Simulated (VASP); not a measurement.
# AgCl (Fm-3m) in VASP: a series of runs

The runs below take AgCl through single point, relaxation of cell and atoms, with PBE.

Everything below comes from runs of VASP 6.6.1. Logs are shortened: lines on timing, memory, paths and dates and some standing lists are left out, and cuts for length are marked.

**What was measured.**

A printed reference work, data compilation reports, for a bulk crystal of AgCl: band gap 3.249 eV (indirect).

The results are compared with them further down.

## 1. The cell of the first run

Symmetry: Fm-3m, No. 225, cubic system. Conventional cell: a = 5.612 Å, b = 5.612 Å, c = 5.612 Å, α = 90.00°, β = 90.00°, γ = 90.00°. Ag (site symmetry m-3m) has 6 Cl at 2.81 Å within 3.7 Å. Within 3.7 Å of Cl (site symmetry m-3m) lie 6 Ag at 2.81 Å.

## 2. Single point, PBE

INCAR

```
ALGO = Normal
EDIFF = 1E-6
ENCUT = 500
GGA = PE
GGA_COMPAT = F
ISIF = 2
ISMEAR = 0
LASPH = T
LCHARG = F
LREAL = F
LWAVE = F
NBANDS = 16
NELM = 120
PREC = Accurate
SIGMA = 0.02
```

KPOINTS

```
k-points
0
Gamma
  8 8 8
```

POSCAR

```
AgCl
1.0
    0.0000000000      2.8060036931      2.8060036931
    2.8060036931      0.0000000000      2.8060036931
    2.8060036931      2.8060036931      0.0000000000
Ag Cl
1 1
Direct
    0.0000000000      0.0000000000      0.0000000000
    0.5000000000      0.5000000000      0.5000000000
```

Potentials or basis: VASP PAW PBE potentials, release 64 (Ag, Cl).

Run with:

```console
$ cat potpaw_PBE.64/Ag/POTCAR potpaw_PBE.64/Cl/POTCAR > POTCAR
$ mpirun -np 1 vasp_std > vasp.out
```

OUTCAR:

```text
EDIFF = 1E-6
   ENCUT = 500
   GGA = PE
   ISIF = 2
   ISMEAR = 0
   LASPH = T
   LREAL = F
   NELM = 120
   PREC = Accurate

 ion  position               nearest neighbor table
   1  0.000  0.000  0.000-   2 2.81   2 2.81   2 2.81   2 2.81   2 2.81   2 2.81
   2  0.500  0.500  0.500-   1 2.81   1 2.81   1 2.81   1 2.81   1 2.81   1 2.81

  LATTYP: Found a face centered cubic cell.
 ALAT       =     5.6120073862

  Lattice vectors:

 A1 = (   0.0000000000,   2.8060036931,   2.8060036931)
 A2 = (   2.8060036931,   0.0000000000,   2.8060036931)
 A3 = (   2.8060036931,   2.8060036931,   0.0000000000)

Analysis of symmetry for initial positions (statically):
=====================================================================
 Subroutine PRICEL returns:
 Original cell was already a primitive cell.

 Routine SETGRP: Setting up the symmetry group for a
 face centered cubic supercell.

 Subroutine GETGRP returns: Found 48 space group operations
 (whereof 48 operations were pure point group operations)
 out of a pool of 48 trial point group operations.

The static configuration has the point symmetry O_h .

Analysis of symmetry for dynamics (positions and initial velocities):
=====================================================================
 Subroutine PRICEL returns:
 Original cell was already a primitive cell.

 Routine SETGRP: Setting up the symmetry group for a
 face centered cubic supercell.

 Subroutine GETGRP returns: Found 48 space group operations
 (whereof 48 operations were pure point group operations)
 out of a pool of 48 trial point group operations.

The dynamic configuration has the point symmetry O_h .

 Subroutine INISYM returns: Found 48 space group operations
 (whereof 48 operations are pure point group operations),
 and found     1 'primitive' translations

----------------------------------------------------------------------------------------

                                     Primitive cell

  volume of cell :      44.1870

  direct lattice vectors                    reciprocal lattice vectors
     0.000000000  2.806003693  2.806003693    -0.178189359  0.178189359  0.178189359
     2.806003693  0.000000000  2.806003693     0.178189359 -0.178189359  0.178189359
     2.806003693  2.806003693  0.000000000     0.178189359  0.178189359 -0.178189359

  length of vectors
     3.968288479  3.968288479  3.968288479     0.308633024  0.308633024  0.308633024

  position of ions in fractional coordinates (direct lattice)
     0.000000000  0.000000000  0.000000000
     0.500000000  0.500000000  0.500000000

  ion indices of the primitive-cell ions
   primitive index   ion index
                 1           1
                 2           2

----------------------------------------------------------------------------------------

 KPOINTS: k-points

Automatic generation of k-mesh.
 Grid dimensions read from file:
 generate k-points for:    8    8    8

 Generating k-lattice:

  Cartesian coordinates                     Fractional coordinates (reciprocal lattice)
    -0.022273670  0.022273670  0.022273670     0.125000000  0.000000000  0.000000000
     0.022273670 -0.022273670  0.022273670     0.000000000  0.125000000  0.000000000
     0.022273670  0.022273670 -0.022273670     0.000000000  0.000000000  0.125000000

  Length of vectors
     0.038579128  0.038579128  0.038579128

  Shift w.r.t. Gamma in fractional coordinates (k-lattice)
     0.000000000  0.000000000  0.000000000

 Subroutine IBZKPT returns following result:
 ===========================================

 Found     29 irreducible k-points:

 Following reciprocal coordinates:
            Coordinates               Weight
  0.000000  0.000000  0.000000      1.000000
  0.125000  0.000000  0.000000      8.000000
  0.250000  0.000000  0.000000      8.000000
  0.375000  0.000000  0.000000      8.000000
  0.500000  0.000000  0.000000      4.000000
  0.125000  0.125000  0.000000      6.000000
[... 16 lines left out ...]
  0.500000  0.250000  0.125000     48.000000
 -0.375000  0.250000  0.125000     24.000000
 [... further k-points ...]
   k-points           NKPTS =     29   k-points in BZ     NKDIM =     29   number of bands    NBANDS=     16
   number of dos      NEDOS =    301   number of ions     NIONS =      2
   total plane-waves  NPLWV =  27000
   dimension x,y,z NGX =    30 NGY =   30 NGZ =   30
   dimension x,y,z NGXF=    60 NGYF=   60 NGZF=   60
   ions per type =               1   1
   NGX,Y,Z   is equivalent  to a cutoff of  12.57, 12.57, 12.57 a.u.
   NGXF,Y,Z  is equivalent  to a cutoff of  25.14, 25.14, 25.14 a.u.
 SYSTEM =  unknown system
   PREC   = accura    normal or accurate (medium, high low for compatibility)
   ISTART =      0    job   : 0-new  1-cont  2-samecut
   ICHARG =      2    charge: 1-file 2-atom 10-const
   ISPIN  =      1    spin polarized calculation?
   LNONCOLLINEAR =      F non collinear calculations
   LSORBIT =      F    spin-orbit coupling
   LASPH  =      T    aspherical Exc in radial PAW
   ENCUT  =  500.0 eV  36.75 Ry    6.06 a.u.   7.24  7.24  7.24*2*pi/ulx,y,z
   NELM   =    120;   NELMIN=  2; NELMDL= -5     # of ELM steps
   EDIFF  = 0.1E-05   stopping-criterion for ELM
   LREAL  =      F    real-space projection
   EDIFFG = 0.1E-04   stopping-criterion for IOM
   NSW    =      0    number of steps for IOM
   IBRION =     -1    ionic relax: 0-MD 1-quasi-New 2-CG
   NFREE  =      0    steps in history (QN), initial steepest desc. (CG)
   ISIF   =      2    stress and relaxation
   ISYM   =      2    0-nonsym 1-usesym 2-fastsym
   POTIM  = 0.5000    time-step for ionic-motion
   TEBEG  =    0.0;   TEEND  =   0.0 temperature during run
   PSTRESS=    0.0 pullay stress
   NELECT =      18.0000    total number of electrons
   NUPDOWN=      -1.0000    fix difference up-down
   EMIN   =  10.00;   EMAX   =-10.00  energy-range for DOS
   EFERMI =   0.00;   METHOD = LEGACY
   ISMEAR =     0;   SIGMA  =   0.02  broadening in eV -4-tet -1-fermi 0-gaus
   EFERMI_NEDOS =   21; number of points for ismear=-14 and -15
   IALGO  =     38    algorithm
   IMIX   =      4    mixing-type and parameters
     AMIX     =   0.40;   BMIX     =  1.00
     AMIX_MAG =   1.60;   BMIX_MAG =  1.00
  volume/ion in A,a.u.               =      22.09       149.09
  Fermi-wavevector in a.u.,A,eV,Ry     =   1.213577  2.293328 20.038249  1.472770
  Thomas-Fermi vector in A             =   2.349025
   LORBIT       =      0    0 simple, 1 ext, 2 COOP (PROOUT), +10 PAW based schemes
   GGA     = PE    functional components
   LHFCALC =     F    Hartree Fock is set to
   AEXX    =    0.0000 exact exchange contribution
   IVDW    =     0    specifies the selected vdW correction
   LEPSILON=     F    determine dielectric tensor
   LRPA    =     F    only Hartree local field effects (RPA)
 non-spin polarized calculation
 Gauss-broadening in eV      SIGMA  =   0.02
  energy-cutoff  :      500.00
  volume of cell :       44.19
 maximum number of plane-waves:      1139
 NGX is ok and might be reduce to    30
   NGX = 15   NGY = 15   NGZ = 15

 number of electron      17.9999995 magnetization

 Free energy of the ion-electron system (eV)
  ---------------------------------------------------
  ext. energy  EPLUGINS =         0.00000000
  ---------------------------------------------------
  free energy    TOTEN  =        -5.40123098 eV

  energy without entropy =       -5.40123098  energy(sigma->0) =       -5.40123098

 E-fermi :   3.5420     XC(G=0):  -9.7809

 val. band max:        3.3774742618   @ k =   0.5000   0.0000   0.0000
 cond. band min:       4.2976089858   @ k =   0.0000   0.0000   0.0000
 fundamental gap:      0.9201347240
 Fermi energy:         3.5420191128

 k-point     1 :       0.0000    0.0000    0.0000
  band No.  band energies     occupation
      1     -11.5387      2.00000
      2       1.0747      2.00000
      3       1.0747      2.00000
      4       1.0747      2.00000
      5       1.1138      2.00000
      6       1.1138      2.00000
[... 8 lines left out ...]
     15      16.4857      0.00000
     16      16.4857      0.00000

 k-point     2 :       0.1250    0.0000    0.0000
  band No.  band energies     occupation
      1     -11.4844      2.00000
      2       0.4105      2.00000
      3       0.4629      2.00000
      4       0.4629      2.00000
      5       1.1247      2.00000
      6       1.1247      2.00000
[... 8 lines left out ...]
     15      15.3529      0.00000
     16      16.0258      0.00000

 k-point     3 :       0.2500    0.0000    0.0000
  band No.  band energies     occupation
      1     -11.3484      2.00000
      2      -0.5670      2.00000
      3      -0.0828      2.00000
      4      -0.0828      2.00000
      5       1.2396      2.00000
      6       1.2396      2.00000
[... 8 lines left out ...]
     15      15.6427      0.00000
     16      15.8693      0.00000

 k-point     4 :       0.3750    0.0000    0.0000
  band No.  band energies     occupation
      1     -11.2046      2.00000
      2      -1.3026      2.00000
      3      -0.4310      2.00000
      4      -0.4310      2.00000
      5       1.3588      2.00000
      6       1.3588      2.00000
[... 8 lines left out ...]
     15      16.5193      0.00000
     16      16.5193      0.00000

 k-point     5 :       0.5000    0.0000    0.0000
  band No.  band energies     occupation
      1     -11.1424      2.00000
      2      -1.5720      2.00000
      3      -0.5503      2.00000
      4      -0.5503      2.00000
      5       1.4095      2.00000
      6       1.4095      2.00000
[... 8 lines left out ...]
     15      17.1175      0.00000
     16      17.1175      0.00000

 k-point     6 :       0.1250    0.1250    0.0000
  band No.  band energies     occupation
      1     -11.4683      2.00000
      2      -0.0548      2.00000
      3       0.7389      2.00000
      4       0.7389      2.00000
      5       1.0310      2.00000
      6       1.1389      2.00000
[... 8 lines left out ...]
     15      17.2681      0.00000
     16      17.4240      0.00000

 k-point     7 :       0.2500    0.1250    0.0000
  band No.  band energies     occupation
      1     -11.3645      2.00000
      2      -0.5954      2.00000
      3       0.2120      2.00000
      4       0.2790      2.00000
      5       1.0930      2.00000
      6       1.2584      2.00000
[... 8 lines left out ...]
     15      16.7767      0.00000
     16      17.2689      0.00000

 k-point     8 :       0.3750    0.1250    0.0000
  band No.  band energies     occupation
      1     -11.2281      2.00000
      2      -1.0881      2.00000
      3      -0.3396      2.00000
      4      -0.1883      2.00000
      5       1.2262      2.00000
      6       1.3816      2.00000
[... 8 lines left out ...]
     15      17.1679      0.00000
     16      17.2258      0.00000

 k-point     9 :       0.5000    0.1250    0.0000
  band No.  band energies     occupation
      1     -11.1400      2.00000
      2      -1.4023      2.00000
      3      -0.5359      2.00000
      4      -0.4637      2.00000
      5       1.3544      2.00000
      6       1.4228      2.00000
[... 8 lines left out ...]
     15      17.2682      0.00000
     16      17.9326      0.00000
[... 172 lines left out ...]
 k-point    19 :       0.5000    0.3750    0.0000
  band No.  band energies     occupation
      1     -11.1269      2.00000
      2      -0.7427      2.00000
      3       0.0446      2.00000
      4       0.1888      2.00000
      5       0.9958      2.00000
      6       1.4815      2.00000
[... 8 lines left out ...]
     15      18.2340      0.00000
     16      18.7395      0.00000

 k-point    20 :      -0.3750    0.3750    0.0000
  band No.  band energies     occupation
      1     -11.1034      2.00000
      2      -0.5935      2.00000
      3      -0.5469      2.00000
      4      -0.1936      2.00000
      5       1.1958      2.00000
      6       1.4652      2.00000
[... 8 lines left out ...]
     15      17.1147      0.00000
     16      19.1786      0.00000

 k-point    21 :       0.5000    0.5000    0.0000
  band No.  band energies     occupation
      1     -11.1238      2.00000
      2      -0.6871      2.00000
      3       0.5075      2.00000
      4       0.5075      2.00000
      5       0.7795      2.00000
      6       1.2872      2.00000
[... 8 lines left out ...]
     15      18.5349      0.00000
     16      18.5355      0.00000

 k-point    22 :       0.3750    0.2500    0.1250
  band No.  band energies     occupation
      1     -11.2650      2.00000
      2      -0.9268      2.00000
      3      -0.1615      2.00000
      4       0.2011      2.00000
      5       1.1605      2.00000
      6       1.3467      2.00000
[... 8 lines left out ...]
     15      17.4808      0.00000
     16      18.6047      0.00000

 k-point    23 :       0.5000    0.2500    0.1250
  band No.  band energies     occupation
      1     -11.1621      2.00000
      2      -1.1184      2.00000
      3      -0.4390      2.00000
      4      -0.1838      2.00000
      5       1.2695      2.00000
      6       1.4170      2.00000
[... 8 lines left out ...]
     15      17.7000      0.00000
     16      18.3861      0.00000

 k-point    24 :      -0.3750    0.2500    0.1250
  band No.  band energies     occupation
      1     -11.1184      2.00000
      2      -1.1735      2.00000
      3      -0.4763      2.00000
      4      -0.4401      2.00000
      5       1.3493      2.00000
      6       1.4122      2.00000
[... 8 lines left out ...]
     15      16.7952      0.00000
     16      18.2446      0.00000

 [... further k-points ...]
[... 5 lines left out ...]
  --------------------------------------------------------------------------------------
  -------------------------------------------------------------------------------------
  Total       -0.0368746     -0.0368746     -0.0368746      0.0000000      0.0000000      0.0000000
  in kB       -1.3370358     -1.3370358     -1.3370358      0.0000000      0.0000000      0.0000000
  external PRESSURE =      -1.3370358 kB  Pullay stress =       0.0000000 kB

 VOLUME and BASIS-vectors are now :
 -----------------------------------------------------------------------------
  energy-cutoff  :      500.00
  volume of cell :       44.19
      direct lattice vectors                 reciprocal lattice vectors
     0.000000000  2.806003693  2.806003693    -0.178189359  0.178189359  0.178189359
     2.806003693  0.000000000  2.806003693     0.178189359 -0.178189359  0.178189359
     2.806003693  2.806003693  0.000000000     0.178189359  0.178189359 -0.178189359

 POSITION                                       TOTAL-FORCE (eV/Angst)
 -----------------------------------------------------------------------------------
      0.00000      0.00000      0.00000        -0.000000      0.000000      0.000000
      2.80600      2.80600      2.80600         0.000000     -0.000000     -0.000000
 -----------------------------------------------------------------------------------
    total drift:                               -0.000000      0.000000      0.000000

  FREE ENERGIE OF THE ION-ELECTRON SYSTEM (eV)
  ---------------------------------------------------
  free  energy   TOTEN  =        -5.4012309771 eV

  energy  without entropy=       -5.4012309771  energy(sigma->0) =       -5.40123098
```

Wall time 13 s (1 thread of Intel Xeon 6975P-C (Granite Rapids), shared host); peak memory 0.17 GiB.

Results:

```
Free energy            : -5.4012 eV
Pressure               : -0.1 GPa
Band gap on the k mesh : 0.92 eV (least direct gap 3.07 eV)
```

## 3. Single point, PBE

INCAR

```
SYSTEM = AgCl
  ALGO = Normal
  EDIFF = 1E-6
  ENCUT = 500
  GGA = PE
  GGA_COMPAT = .False.
  ISIF = 2
  ISMEAR = 0
  LASPH = .True.
  LCHARG = .False.
  LREAL = .False.
  LWAVE = .False.
  NBANDS = 16
  NELM = 120
  PREC = Accurate
  SIGMA = 0.02
```

KPOINTS

```
k-points
0
Gamma
  8 8 8
  0 0 0
```

POSCAR is that of step 2.

Potentials or basis: VASP PAW PBE potentials, release 64 (Ag, Cl).

Run with:

```console
$ cat potpaw_PBE.64/Ag/POTCAR potpaw_PBE.64/Cl/POTCAR > POTCAR
$ mpirun -np 1 vasp_std > vasp.out
```

Run time: 14 s. Hardware: 1 thread of Intel Xeon 6975P-C (Granite Rapids), shared host; peak memory 0.17 GiB.

The run converged. Its results:

```
Free energy            : -5.4012 eV
Pressure               : -0.1 GPa
Band gap on the k mesh : 0.92 eV (least direct gap 3.07 eV)
```

Levels at points of the mesh, in eV from the valence-band top:
```csv
k point,band 6,band 7,band 8,band 9,band 10,band 11,band 12,band 13
"(0.00, 0.00, 0.00)",-2.26,-2.18,-2.18,-2.18,0.92,10.87,10.87,10.87
"(0.50, 0.00, 0.00)",-1.97,-1.67,0.00,0.00,4.34,6.34,7.74,7.74
"(0.50, 0.50, 0.00)",-2.09,-1.86,-1.86,-1.80,2.44,8.08,8.52,11.33
```

## 4. Relaxation of cell and atoms, PBE

This run uses another cell than the first one, of 20.46 Å³/atom.

INCAR

```
SYSTEM = AgCl
PREC = Accurate
ENCUT = 500
EDIFF = 1E-7
ISMEAR = 0
SIGMA = 0.02
LREAL = .FALSE.
LASPH = .TRUE.
NELM = 120
ALGO = Normal
ISIF = 3
LWAVE = .FALSE.
LCHARG = .FALSE.
GGA = PE
IBRION = 2
NSW = 100
EDIFFG = -0.002
GGA_COMPAT = .FALSE.
NELMIN = 4
```

KPOINTS

```
Automatic mesh
0
G
  8 8 8
  0 0 0
```

POSCAR

```
AgCl
1.0
    0.0000000000      2.7350000000      2.7350000000
    2.7350000000      0.0000000000      2.7350000000
    2.7350000000      2.7350000000      0.0000000000
Ag Cl
1 1
Direct
    0.0000000000      0.0000000000      0.0000000000
    0.5000000000      0.5000000000      0.5000000000
```

Run with:

```console
$ cat potpaw_PBE.64/Ag/POTCAR potpaw_PBE.64/Cl/POTCAR > POTCAR
$ mpirun -np 1 vasp_std > vasp.out
```

It took 20 s on 1 thread of Intel Xeon 6975P-C (Granite Rapids), shared host; peak memory 0.16 GiB.

Results (log left out):

| Property | Result |
| --- | --- |
| Free energy | -5.3999 eV |
| Relaxed volume | 22.03 Å³/atom |
| Relaxed cell | a = 3.964 Å, b = 3.964 Å, c = 3.964 Å, α = 60.00°, β = 60.00°, γ = 60.00° |
| Space group after relaxing (to 0.1 Å) | Fm-3m (No. 225) |
| Energy gained by relaxing | 17.1 meV/atom |
| Ionic steps | 3 |
| Pressure after relaxing | 0.0 GPa |
| Band gap on the k mesh | 0.92 eV (least direct gap 3.08 eV) |

Step by step:
| step | energy change (eV) | largest force (eV/Å) | pressure (GPa) | volume (Å³) |
| --- | --- | --- | --- | --- |
| 1 | 0.0000 | 0.0000 | 3.79 | 40.92 |
| 2 | -0.0342 | 0.0000 | 0.20 | 43.85 |
| 3 | -0.0343 | 0.0000 | -0.01 | 44.06 |

Final structure:
```
Ag Cl
1.0
     0.00000    2.80331    2.80331
     2.80331    0.00000    2.80331
     2.80331    2.80331    0.00000
Ag Cl
1 1
Direct
  0.00000 0.00000 0.00000
  0.50000 0.50000 0.50000
```

Levels at points of the mesh, in eV from the valence-band top:
```csv
k point,band 6,band 7,band 8,band 9,band 10,band 11,band 12,band 13
"(0.00, 0.00, 0.00)",-2.27,-2.19,-2.19,-2.19,0.92,10.87,10.87,10.87
"(0.50, 0.00, 0.00)",-1.98,-1.68,0.00,0.00,4.33,6.36,7.73,7.73
"(0.50, 0.50, 0.00)",-2.10,-1.87,-1.87,-1.80,2.43,8.07,8.53,11.35
```

A k mesh can miss the band edges. A hybrid or GW would open this gap; PBE tends to underestimate it.

## 5. Against experiment

Step 2. Against the measured gap of AgCl, 3.249 eV (indirect; a printed reference work, data compilation), the calculated 0.92 eV is off by -2.33 eV. So large a miss can be the level of theory's own, or it may mean another phase, state or a wrong row. Spin-orbit coupling on Ag is left out. The value is that of PBE on a finite k mesh, which can miss the band edges, without temperature or zero-point motion. Semilocal functionals fall short of measured gaps as a rule.

Step 3. A measured gap of AgCl is 3.249 eV (indirect; a printed reference work, data compilation); the calculated 0.92 eV misses it by -2.33 eV. So large a miss can be the level of theory's own, or it may mean another phase, state or a wrong row. Spin-orbit coupling on Ag is left out. The value is that of PBE on a finite k mesh, which can miss the band edges, without temperature or zero-point motion. Semilocal functionals fall short of measured gaps as a rule.
